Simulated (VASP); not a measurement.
# Ni (Fm-3m) in VASP: notebook

The runs below take Ni through relaxation of cell and atoms, with PBE+D3(BJ).

All numbers are computed with VASP 6.6.1; they aren't measurements. Logs are shortened: lines on timing, memory, paths and dates and some standing lists are left out, and cuts for length are marked.

## (1) Starting point

It takes space group Fm-3m (No. 225, cubic). Conventional cell: a = 3.524 Å, b = 3.524 Å, c = 3.524 Å, α = 90.00°, β = 90.00°, γ = 90.00°. Ni (site symmetry m-3m) has 12 Ni at 2.49 Å as nearest neighbours.

## (2) Relaxation of cell and atoms, PBE+D3(BJ), collinear spin, ferromagnetic start

INCAR

```
SYSTEM = Ni
  PREC = Accurate
  ENCUT = 520
  EDIFF = 1E-7
  ISMEAR = 0
  SIGMA = 0.1
  LREAL = .FALSE.
  LASPH = .TRUE.
  NELM = 100
  ALGO = Normal
  ISIF = 3
  LWAVE = .FALSE.
  LCHARG = .FALSE.
  ISPIN = 2
  MAGMOM = 0.8
  LORBIT = 11
  LMAXMIX = 4
  GGA = PE
  IVDW = 12
  IBRION = 2
  NSW = 80
  EDIFFG = -0.002
```

KPOINTS

```
regular mesh
0
G
  20 20 20
  0 0 0
```

POSCAR

```
Ni
1.0
    0.0000000000      1.7619350000      1.7619350000
    1.7619350000      0.0000000000      1.7619350000
    1.7619350000      1.7619350000      0.0000000000
Ni
1
Direct
    0.0000000000      0.0000000000      0.0000000000
```

Potentials or basis: VASP PAW PBE potentials, release 64 (Ni).

On the command line:

```console
> cat potpaw_PBE.64/Ni/POTCAR > POTCAR
> mpirun -np 1 vasp_std > vasp.out
```

OUTCAR:

```text
SYSTEM = Ni
   PREC = Accurate
   ENCUT = 520
   EDIFF = 1E-7
   ISMEAR = 0
   LREAL = .FALSE.
   LASPH = .TRUE.
   NELM = 100
   ISIF = 3
   ISPIN = 2
   LORBIT = 11
   GGA = PE
   IVDW = 12
   IBRION = 2
   NSW = 80
   EDIFFG = -0.002
 IVDW          = 12

 ion  position               nearest neighbor table
   1  0.000  0.000  0.000-

  LATTYP: Found a face centered cubic cell.
 ALAT       =     3.5238700000

  Lattice vectors:

 A1 = (   0.0000000000,   1.7619350000,   1.7619350000)
 A2 = (   1.7619350000,   0.0000000000,   1.7619350000)
 A3 = (   1.7619350000,   1.7619350000,   0.0000000000)

Analysis of symmetry for initial positions (statically):
=====================================================================
 Subroutine PRICEL returns:
 Original cell was already a primitive cell.

 Routine SETGRP: Setting up the symmetry group for a
 face centered cubic supercell.

 Subroutine GETGRP returns: Found 48 space group operations
 (whereof 48 operations were pure point group operations)
 out of a pool of 48 trial point group operations.

The static configuration has the point symmetry O_h .

Analysis of symmetry for dynamics (positions and initial velocities):
=====================================================================
 Subroutine PRICEL returns:
 Original cell was already a primitive cell.

 Routine SETGRP: Setting up the symmetry group for a
 face centered cubic supercell.

 Subroutine GETGRP returns: Found 48 space group operations
 (whereof 48 operations were pure point group operations)
 out of a pool of 48 trial point group operations.

The dynamic configuration has the point symmetry O_h .

Analysis of structural, dynamic, and magnetic symmetry:
=====================================================================
 Subroutine PRICEL returns:
 Original cell was already a primitive cell.

 Routine SETGRP: Setting up the symmetry group for a
 face centered cubic supercell.

 Subroutine GETGRP returns: Found 48 space group operations
 (whereof 48 operations were pure point group operations)
 out of a pool of 48 trial point group operations.

The overall configuration has the point symmetry O_h .

 Subroutine INISYM returns: Found 48 space group operations
 (whereof 48 operations are pure point group operations),
 and found     1 'primitive' translations

----------------------------------------------------------------------------------------

                                     Primitive cell

  volume of cell :      10.9396

  direct lattice vectors                    reciprocal lattice vectors
     0.000000000  1.761935000  1.761935000    -0.283778914  0.283778914  0.283778914
     1.761935000  0.000000000  1.761935000     0.283778914 -0.283778914  0.283778914
     1.761935000  1.761935000  0.000000000     0.283778914  0.283778914 -0.283778914

  length of vectors
     2.491752373  2.491752373  2.491752373     0.491519496  0.491519496  0.491519496

  position of ions in fractional coordinates (direct lattice)
     0.000000000  0.000000000  0.000000000

  ion indices of the primitive-cell ions
   primitive index   ion index
                 1           1

----------------------------------------------------------------------------------------

 KPOINTS: regular mesh

Automatic generation of k-mesh.
 Grid dimensions read from file:
 generate k-points for:   20   20   20

 Generating k-lattice:

  Cartesian coordinates                     Fractional coordinates (reciprocal lattice)
    -0.014188946  0.014188946  0.014188946     0.050000000  0.000000000  0.000000000
     0.014188946 -0.014188946  0.014188946     0.000000000  0.050000000  0.000000000
     0.014188946  0.014188946 -0.014188946     0.000000000  0.000000000  0.050000000

  Length of vectors
     0.024575975  0.024575975  0.024575975

  Shift w.r.t. Gamma in fractional coordinates (k-lattice)
     0.000000000  0.000000000  0.000000000

 Subroutine IBZKPT returns following result:
 ===========================================

 Found    256 irreducible k-points:

 Following reciprocal coordinates:
            Coordinates               Weight
  0.000000  0.000000  0.000000      1.000000
  0.050000  0.000000  0.000000      8.000000
  0.100000  0.000000  0.000000      8.000000
  0.150000  0.000000  0.000000      8.000000
  0.200000  0.000000  0.000000      8.000000
  0.250000  0.000000  0.000000      8.000000
[... 16 lines left out ...]
 -0.400000  0.050000  0.000000     24.000000
 -0.350000  0.050000  0.000000     24.000000
 [... further k-points ...]
   k-points           NKPTS =    256   k-points in BZ     NKDIM =    256   number of bands    NBANDS=      9
   number of dos      NEDOS =    301   number of ions     NIONS =      1
   total plane-waves  NPLWV =   8000
   dimension x,y,z NGX =    20 NGY =   20 NGZ =   20
   dimension x,y,z NGXF=    40 NGYF=   40 NGZF=   40
   ions per type =               1
   NGX,Y,Z   is equivalent  to a cutoff of  13.34, 13.34, 13.34 a.u.
   NGXF,Y,Z  is equivalent  to a cutoff of  26.69, 26.69, 26.69 a.u.
 SYSTEM =  Ni
   PREC   = accura    normal or accurate (medium, high low for compatibility)
   ISTART =      0    job   : 0-new  1-cont  2-samecut
   ICHARG =      2    charge: 1-file 2-atom 10-const
   ISPIN  =      2    spin polarized calculation?
   LNONCOLLINEAR =      F non collinear calculations
   LSORBIT =      F    spin-orbit coupling
   LASPH  =      T    aspherical Exc in radial PAW
   ENCUT  =  520.0 eV  38.22 Ry    6.18 a.u.   4.63  4.63  4.63*2*pi/ulx,y,z
   NELM   =    100;   NELMIN=  2; NELMDL= -5     # of ELM steps
   EDIFF  = 0.1E-06   stopping-criterion for ELM
   LREAL  =      F    real-space projection
   EDIFFG = -.2E-02   stopping-criterion for IOM
   NSW    =     80    number of steps for IOM
   IBRION =      2    ionic relax: 0-MD 1-quasi-New 2-CG
   NFREE  =      1    steps in history (QN), initial steepest desc. (CG)
   ISIF   =      3    stress and relaxation
   ISYM   =      2    0-nonsym 1-usesym 2-fastsym
   POTIM  = 0.5000    time-step for ionic-motion
   TEBEG  =    0.0;   TEEND  =   0.0 temperature during run
   PSTRESS=    0.0 pullay stress
   NELECT =      10.0000    total number of electrons
   NUPDOWN=      -1.0000    fix difference up-down
   EMIN   =  10.00;   EMAX   =-10.00  energy-range for DOS
   EFERMI =   0.00;   METHOD = LEGACY
   ISMEAR =     0;   SIGMA  =   0.10  broadening in eV -4-tet -1-fermi 0-gaus
   EFERMI_NEDOS =   21; number of points for ismear=-14 and -15
   IALGO  =     38    algorithm
   IMIX   =      4    mixing-type and parameters
     AMIX     =   0.40;   BMIX     =  1.00
     AMIX_MAG =   1.60;   BMIX_MAG =  1.00
  volume/ion in A,a.u.               =      10.94        73.82
  Fermi-wavevector in a.u.,A,eV,Ry     =   1.588821  3.002436 34.345893  2.524352
  Thomas-Fermi vector in A             =   2.687765
   LORBIT       =     11    0 simple, 1 ext, 2 COOP (PROOUT), +10 PAW based schemes
   GGA     = PE    functional components
   LHFCALC =     F    Hartree Fock is set to
   AEXX    =    0.0000 exact exchange contribution
   IVDW    =    12    specifies the selected vdW correction
   LEPSILON=     F    determine dielectric tensor
   LRPA    =     F    only Hartree local field effects (RPA)
 conjugate gradient relaxation of ions
 spin polarized calculation
 Gauss-broadening in eV      SIGMA  =   0.10
  energy-cutoff  :      520.00
  volume of cell :       10.94
 maximum number of plane-waves:       306
   NGX =  9   NGY =  9   NGZ =  9

--------------------------------------- Ionic step        1  -------------------------------------------

 number of electron      10.0000010 magnetization       0.6288794

 Free energy of the ion-electron system (eV)
  ---------------------------------------------------
  ext. energy  EPLUGINS =         0.00000000
  ---------------------------------------------------
  free energy    TOTEN  =        -5.47497974 eV

  energy without entropy =       -5.46615983  energy(sigma->0) =       -5.47056978

------------------------ aborting loop because EDIFF is reached ----------------------------------------

 Edisp (eV)   -0.46023

 E8    (eV) :    -0.1989

  FORCE on cell =-STRESS in cart. coord.  units (eV):
  Direction    XX          YY          ZZ          XY          YZ          ZX
  --------------------------------------------------------------------------------------
  -------------------------------------------------------------------------------------
  Total      -0.53317    -0.53317    -0.53317     0.00000     0.00000     0.00000
  in kB     -78.08619   -78.08619   -78.08619     0.00000     0.00000     0.00000
  external pressure =      -78.09 kB  Pullay stress =        0.00 kB
[... 20 lines left out ...]
  energy  without entropy=       -5.9263923469  energy(sigma->0) =       -5.93080230

--------------------------------------- Ionic step        2  -------------------------------------------

 number of electron       9.9999992 magnetization       0.6176907

 E-fermi :  10.4461     XC(G=0): -13.6905

 val. band max:       10.4448505230   @ k =   0.4500   0.1500   0.0500
 cond. band min:      10.4466240441   @ k =  -0.2500   0.1000   0.0000
 fundamental gap:      0.0017735211
 Fermi energy:        10.4460985820

 spin component 1

 k-point     1 :       0.0000    0.0000    0.0000
  band No.  band energies     occupation
      1       0.9174      1.00000
      2       7.8205      1.00000
      3       7.8205      1.00000
      4       7.8205      1.00000
      5       9.1209      1.00000
      6       9.1209      1.00000
      7      34.7843      0.00000
      8      39.2209      0.00000
      9      39.2209      0.00000
[... 604 lines left out ...]
  energy  without entropy=       -5.9273383082  energy(sigma->0) =       -5.93134503

--------------------------------------- Ionic step        3  -------------------------------------------

 number of electron      10.0000000 magnetization       0.6233735

 Free energy of the ion-electron system (eV)
  ---------------------------------------------------
  ext. energy  EPLUGINS =         0.00000000
  ---------------------------------------------------
  free energy    TOTEN  =        -5.46674033 eV

  energy without entropy =       -5.45832642  energy(sigma->0) =       -5.46253337

 E-fermi :   9.8715     XC(G=0): -13.4594

 val. band max:        9.8698718274   @ k =   0.4000   0.0000   0.0000
 cond. band min:       9.8725805071   @ k =  -0.2500   0.1000   0.0000
 fundamental gap:      0.0027086797
 Fermi energy:         9.8714935262

 spin component 1

 k-point     1 :       0.0000    0.0000    0.0000
  band No.  band energies     occupation
      1       0.6190      1.00000
      2       7.3469      1.00000
      3       7.3469      1.00000
      4       7.3469      1.00000
      5       8.5812      1.00000
      6       8.5812      1.00000
      7      33.8860      0.00000
      8      38.0165      0.00000
      9      38.0165      0.00000
[... 600 lines left out ...]
  FREE ENERGIE OF THE ION-ELECTRON SYSTEM (eV)
  ---------------------------------------------------
  free  energy   TOTEN  =        -5.9460918087 eV

  energy  without entropy=       -5.9376779001  energy(sigma->0) =       -5.94188485

 reached required accuracy - stopping structural energy minimisation

 total charge

# of ion       s       p       d       tot
------------------------------------------
    1        0.513   0.529   8.331   9.373

 magnetization (x)

# of ion       s       p       d       tot
------------------------------------------
    1       -0.006  -0.025   0.664   0.632
```

Run time: 80 s. Hardware: 1 thread of AMD EPYC 9R14 (Zen 4), shared host; peak memory 0.15 GiB.

What came out:

| Item | Value |
| --- | --- |
| Free energy | -5.9461 eV |
| Relaxed volume | 10.51 Å³/atom |
| Relaxed cell | a = 2.459 Å, b = 2.459 Å, c = 2.459 Å, α = 60.00°, β = 60.00°, γ = 60.00° |
| Space group after relaxing (to 0.05 Å) | Fm-3m (No. 225) |
| Energy gained by relaxing | 10.9 meV/atom |
| Ionic steps | 3 |
| Pressure after relaxing | 0.0 GPa |
| Band gap on the k mesh | none (metal or under the smearing width) |
| Net moment | 0.62 μB per cell |
| Site moments | Ni +0.63 μB |
| Valence electrons inside the program's atomic spheres | Ni 9.37 |
| Dispersion energy per atom | -0.479 eV |

Step by step:
```
step  energy change (eV)  largest force (eV/Å)  pressure (GPa)  volume (Å³)
   1              0.0000                0.0000           -7.81        10.94
   2             -0.0001                0.0000            9.12        10.12
   3             -0.0109                0.0000            0.00        10.51
```

Final structure:
```
Ni
1.0
     0.00000    1.73873    1.73873
     1.73873    0.00000    1.73873
     1.73873    1.73873    0.00000
Ni
1
Direct
  0.00000 0.00000 0.00000
```

Caveat: pairwise dispersion overbinds metals, which lowers pressure and volume.

## (3) Relaxation of cell and atoms, PBE+D3(BJ), collinear spin, ferromagnetic start

This run uses another cell than the first one, of 10.51 Å³/atom, 0.961 times its volume.

INCAR is that of step 2.

KPOINTS is that of step 2.

POSCAR

```
Ni                                      
1.0
   -0.0000000000      1.7387297243      1.7387297243
    1.7387297243      0.0000000000      1.7387297243
    1.7387297243      1.7387297243      0.0000000000
  Ni            
     1
Direct
     0.0000000000000000    0.0000000000000000    0.0000000000000000
```

Potentials or basis: VASP PAW PBE potentials, release 64 (Ni).

On the command line:

```console
> cat potpaw_PBE.64/Ni/POTCAR > POTCAR
> mpirun -np 1 vasp_std > vasp.out
```

OUTCAR:

```text
SYSTEM = Ni
   PREC = Accurate
   ENCUT = 520
   EDIFF = 1E-7
   ISMEAR = 0
   LREAL = .FALSE.
   LASPH = .TRUE.
   NELM = 100
   ISIF = 3
   ISPIN = 2
   LORBIT = 11
   GGA = PE
   IVDW = 12
   IBRION = 2
   NSW = 80
   EDIFFG = -0.002
 IVDW          = 12

 ion  position               nearest neighbor table
   1  0.000  0.000  0.000-

  LATTYP: Found a face centered cubic cell.
 ALAT       =     3.4774594486

  Lattice vectors:

 A1 = (   0.0000000000,   1.7387297243,   1.7387297243)
 A2 = (   1.7387297243,   0.0000000000,   1.7387297243)
 A3 = (   1.7387297243,   1.7387297243,   0.0000000000)

Analysis of symmetry for initial positions (statically):
=====================================================================
 Subroutine PRICEL returns:
 Original cell was already a primitive cell.

 Routine SETGRP: Setting up the symmetry group for a
 face centered cubic supercell.

 Subroutine GETGRP returns: Found 48 space group operations
 (whereof 48 operations were pure point group operations)
 out of a pool of 48 trial point group operations.

The static configuration has the point symmetry O_h .

Analysis of symmetry for dynamics (positions and initial velocities):
=====================================================================
 Subroutine PRICEL returns:
 Original cell was already a primitive cell.

 Routine SETGRP: Setting up the symmetry group for a
 face centered cubic supercell.

[... 244 lines left out ...]
--------------------------------------- Ionic step        3  -------------------------------------------

 number of electron       9.9999999 magnetization       0.6231803

 Free energy of the ion-electron system (eV)
  ---------------------------------------------------
  ext. energy  EPLUGINS =         0.00000000
  ---------------------------------------------------
  free energy    TOTEN  =        -5.46662865 eV

  energy without entropy =       -5.45821609  energy(sigma->0) =       -5.46242237

 E-fermi :   9.8735     XC(G=0): -13.4602

 val. band max:        9.8718915245   @ k =   0.4000   0.0000   0.0000
 cond. band min:       9.8746107368   @ k =  -0.2500   0.1000   0.0000
 fundamental gap:      0.0027192123
 Fermi energy:         9.8735270914

 spin component 1

 k-point     1 :       0.0000    0.0000    0.0000
  band No.  band energies     occupation
      1       0.6201      1.00000
      2       7.3486      1.00000
      3       7.3486      1.00000
      4       7.3486      1.00000
      5       8.5832      1.00000
      6       8.5832      1.00000
      7      33.8893      0.00000
      8      38.0210      0.00000
      9      38.0210      0.00000
[... 265 lines left out ...]
 k-point    24 :      -0.3500    0.0500    0.0000
  band No.  band energies     occupation
      1       4.5085      1.00000
      2       7.4355      1.00000
      3       7.4931      1.00000
      4       7.6119      1.00000
      5       8.9345      1.00000
      6       9.3001      1.00000
      7      19.2937      0.00000
      8      31.9385      0.00000
      9      34.4124      0.00000

 [... further k-points ...]

 spin component 2

 k-point     1 :       0.0000    0.0000    0.0000
  band No.  band energies     occupation
      1       0.5878      1.00000
      2       8.0983      1.00000
      3       8.0983      1.00000
      4       8.0983      1.00000
      5       9.1669      1.00000
      6       9.1669      1.00000
      7      33.7327      0.00000
      8      37.9993      0.00000
      9      37.9993      0.00000
[... 308 lines left out ...]
  FREE ENERGIE OF THE ION-ELECTRON SYSTEM (eV)
  ---------------------------------------------------
  free  energy   TOTEN  =        -5.9460496299 eV

  energy  without entropy=       -5.9376370769  energy(sigma->0) =       -5.94184335

 reached required accuracy - stopping structural energy minimisation

 total charge

# of ion       s       p       d       tot
------------------------------------------
    1        0.513   0.529   8.331   9.373

 magnetization (x)

# of ion       s       p       d       tot
------------------------------------------
    1       -0.006  -0.025   0.664   0.632
```

OSZICAR:

```text
N       E                     dE             d eps       ncg     rms          rms(c)
DAV:   1     0.219109833210E+02    0.21911E+02   -0.48665E+03  9496   0.144E+03
DAV:   2    -0.609324832143E+01   -0.28004E+02   -0.26980E+02  9330   0.164E+02
[... 19 lines left out ...]
       N       E                     dE             d eps       ncg     rms          rms(c)
DAV:   1    -0.546663589297E+01   -0.10350E-03   -0.11128E-04  9585   0.182E-01    0.222E-02
DAV:   2    -0.546663086073E+01    0.50322E-05   -0.10388E-04  9650   0.157E-01    0.120E-02
DAV:   3    -0.546662880842E+01    0.20523E-05   -0.15596E-05  9502   0.639E-02    0.357E-03
DAV:   4    -0.546662866674E+01    0.14168E-06   -0.81598E-08  6393   0.270E-03    0.201E-03
DAV:   5    -0.546662864770E+01    0.19042E-07   -0.43052E-08  4674   0.163E-03
   3 F= -.59460496E+01 E0= -.59418434E+01  d E =-.443787E-07  mag=     0.6232
```

CONTCAR:

```text
Ni
   1.00000000000000
     0.0000000000000000    1.7386479506898458    1.7386479506898458
     1.7386479506898458   -0.0000000000000000    1.7386479506898458
     1.7386479506898458    1.7386479506898458   -0.0000000000000000
  Ni
     1
Direct
     0.0000000000000000    0.0000000000000000    0.0000000000000000

  0.00000000E+00  0.00000000E+00  0.00000000E+00
```

Wall time 46 s (1 thread of AMD EPYC 9R14 (Zen 4), shared host); peak memory 0.14 GiB.

Results:

| Quantity | Value |
| --- | --- |
| Free energy | -5.9460 eV |
| Relaxed volume | 10.51 Å³/atom |
| Relaxed cell | a = 2.459 Å, b = 2.459 Å, c = 2.459 Å, α = 60.00°, β = 60.00°, γ = 60.00° |
| Space group after relaxing (to 0.05 Å) | Fm-3m (No. 225) |
| Energy gained by relaxing | 0.0 meV/atom |
| Ionic steps | 3 |
| Pressure after relaxing | 0.0 GPa |
| Band gap on the k mesh | none (metal or under the smearing width) |
| Net moment | 0.62 μB per cell |
| Site moments | Ni +0.63 μB |
| Valence electrons inside the program's atomic spheres | Ni 9.37 |
| Dispersion energy per atom | -0.479 eV |

Final structure:
```xyz
1
Lattice="0.0000 1.7386 1.7386 1.7386 0.0000 1.7386 1.7386 1.7386 0.0000" Properties=species:S:1:pos:R:3 pbc="T T T"
Ni    0.0000    0.0000    0.0000
```

Levels at points of the mesh, in eV from the Fermi level:
Spin up:
```
           k point  band 1  band 2  band 3  band 4  band 5  band 6  band 7  band 8  band 9
(0.00, 0.00, 0.00)   -9.25   -2.52   -2.52   -2.52   -1.29   -1.29   24.02   28.15   28.15
(0.50, 0.00, 0.00)   -5.03   -2.51   -2.51   -0.60   -0.60   -0.36    5.91   22.49   25.28
(0.50, 0.50, 0.00)   -4.86   -4.38   -0.54   -0.46   -0.46    2.47    9.53   15.15   15.15
```
Spin down:
```
           k point  band 3  band 4  band 5  band 6  band 7  band 8
(0.00, 0.00, 0.00)   -1.78   -1.78   -0.71   -0.71   23.86   28.13
(0.50, 0.00, 0.00)   -1.90   -0.42    0.16    0.16    6.34   22.35
(0.50, 0.50, 0.00)    0.07    0.40    0.40    2.43    9.78   15.16
```

Caveat: pairwise dispersion overbinds metals, which lowers pressure and volume.
